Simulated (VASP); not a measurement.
PtS2:

```
Pt S
1.0
     3.54320    0.00000    0.00000
    -1.77160    3.06850    0.00000
     0.00000    0.00000    5.03880
Pt S
1 2
Direct
  0.00000 0.00000 0.00000
  0.66667 0.33333 0.77300
  0.33333 0.66667 0.22700
```

Base run:

| Property | Result |
| --- | --- |
| Program | VASP 6.6.1 |
| Functional | TB-mBJ |
| Potentials or basis | VASP PAW PBE potentials, release 64 (Pt, S) |
| Cutoff | 520 eV |
| k mesh | 9 × 9 × 5 |
| Occupations | fermi-dirac, width 0.05 eV |
| Spin | no spin polarisation |

Its results: band gap on the k mesh 1.48 eV, indirect (least direct gap 1.62 eV).

Question: After a change of settings the same cell gave: band gap on the k mesh 1.29 eV, indirect (least direct gap 1.35 eV). Which change was it?
A. functional from TB-mBJ to PBEsol; further incar settings from ALGO = Normal; EDIFF = 1e-06; NBANDS = 18 to ALGO = Normal; EDIFF = 1e-07; NBANDS = 18
B. functional from TB-mBJ to r2SCAN-EpsX; k mesh from 9 × 9 × 5 to 5 × 5 × 3
C. functional from TB-mBJ to TPSSh; k mesh from 9 × 9 × 5 to 5 × 5 × 3
D. functional from TB-mBJ to MS2

Answer: D.

Caveats: spin-orbit coupling is left out, which moves the levels of the heavy elements.

Not every run made on this cell is shown here.
